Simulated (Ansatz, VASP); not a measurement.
Ir: VASP beside Ansatz

```xyz
1
Lattice="0.0000 1.9174 1.9174 1.9174 0.0000 1.9174 1.9174 1.9174 0.0000" Properties=species:S:1:pos:R:3 pbc="T T T"
Ir    0.0000    0.0000    0.0000
```

Alike in both runs: functional PBEsol; k mesh 8 × 8 × 8; occupations gaussian, width 0.1 eV; no spin polarisation.

Ansatz relaxed the structure, and its values are those at the end. VASP's run is a single point on that final structure, the one shown.

|  | VASP | Ansatz |
| --- | --- | --- |
| version | VASP 6.6.1 | Ansatz 0.2.0 |
| potentials or method | VASP PAW PBE potentials, release 64 (Ir) | scalar-relativistic, plane waves, PAW |
| plane-wave cutoff (eV) | 520 | 420 |
| valence electrons in the cell | 9 | 17 |

Ansatz gave:

- gap on the k mesh at the Fermi level (eV): none
- pressure (GPa): 0.1

Task: What did VASP give for the same quantities?

Result: gap on the k mesh at the Fermi level (eV): none; pressure (GPa): 0.9.

A gap of «none» marks a metal or a gap that the smearing closes. With one functional, cell and mesh, what is left measures potentials, basis and numerics. The two sets of potentials don't hold the same shells in valence.

Caveats: the PAW data sets were made with another functional, which shifts forces and pressure a little (VASP). Spin-orbit coupling is left out, which matters for the levels of Ir.
